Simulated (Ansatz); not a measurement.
**HfN (Fm-3m), clamped-ion strain scan**

Theory: DFT PBE, scalar-relativistic, plane waves, PAW in Ansatz 0.2.0. The runs took a 420 eV cutoff, a Γ-centred 18×18×18 mesh and Gaussian smearing (0.15 eV). Spin–orbit coupling is left out, which can shift energies with elements as heavy as these. No spin polarisation. Energies are free energies at this smearing, counted from the undisturbed cell; pressure is positive in compression.

The starting cell (as given, not relaxed at this level; it stands at 5.4 GPa):

```
Hf N
1.0
     0.00000    2.25900    2.25900
     2.25900    0.00000    2.25900
     2.25900    2.25900    0.00000
Hf N
1 1
Direct
  0.00000 0.00000 0.00000
  0.50000 0.50000 0.50000
```

The cell is strained by ε times the Voigt pattern (1, 1, 0, 0, 0, 0) (xx, yy, zz, yz, xz, xy; engineering shear) with fractional coordinates fixed. The cell is metallic on the mesh throughout.

| ε | ΔE (meV/atom) | stress summed along the pattern (GPa, tension positive) | pressure (GPa) |
| --- | --- | --- | --- |
| -0.0200 | 38.3 | -44.43 | 18.3 |
| -0.0150 | 24.2 | -35.22 | 14.8 |
| -0.0100 | 13.3 | -26.58 | 11.5 |
| 0.0000 | 0.0 | -10.88 | 5.4 |
| 0.0050 | -2.6 | -3.75 | 2.7 |
| 0.0150 | ? | ? | -2.4 |
| 0.0200 | 3.9 | ? | ? |

(1) Give the withheld values.

Answers

(1) ΔE (meV/atom) at ε = 0.0150: -0.5; stress summed along the pattern (GPa, tension positive) at ε = 0.0150: 9.18; stress summed along the pattern (GPa, tension positive) at ε = 0.0200: 15.05; pressure (GPa) at ε = 0.0200: -4.8.